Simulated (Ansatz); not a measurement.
# WC (Qusongite) under changes of volume

One of the cells (10.376 Å³/atom); the others are scaled copies at fixed shape and fractional positions:

```
W C
1.0
     2.90650    0.00000    0.00000
    -1.45325    2.51710    0.00000
     0.00000    0.00000    2.83660
W C
1 1
Direct
  0.00000 0.00000 0.00000
  0.66667 0.33333 0.50000
```

- Program: Ansatz 0.2.0
- Functional: PBE0
- Potentials or basis: Ansatz PAW
- Cutoff: 420 eV (not typed: the program's choice for these potentials)
- k mesh: 6 × 6 × 6
- Occupations: fermi-dirac, width 0.05 eV
- Spin: no spin polarisation

```tsv
volume (Å³/atom)	energy over the lowest point (meV/atom)	pressure (GPa)
9.754	?	?
9.961	13.93	14.9
10.169	0.95	5.2
10.376	0.00	-3.5
10.584	9.76	-11.4
10.999	57.40	-24.9
```

Question: What does the run at 9.754 Å³/atom give?

Answer: Energy over the lowest point 40.09 meV/atom; pressure 25.7 GPa.

Worked out: A Birch-Murnaghan fit of order 3 (a polynomial in V^(-2/3)) to the other rows has its minimum at 10.29 Å³/atom with B0 = V·E''(V) = 430 GPa and B' = 4.2 at fixed shape and positions, which overstates the stiffness. It gives 40.07 meV/atom at 9.754 Å³/atom, against the run's 40.09, and -dE/dV = 25.7 GPa, against 25.7.

Energies are extrapolated to zero smearing.

Caveats: all runs use coarse meshes; the PAW data sets come from PBE, with cores solved anew for the run's functional, which leaves a small shift of forces and pressure; the thresholds are loose for stress.
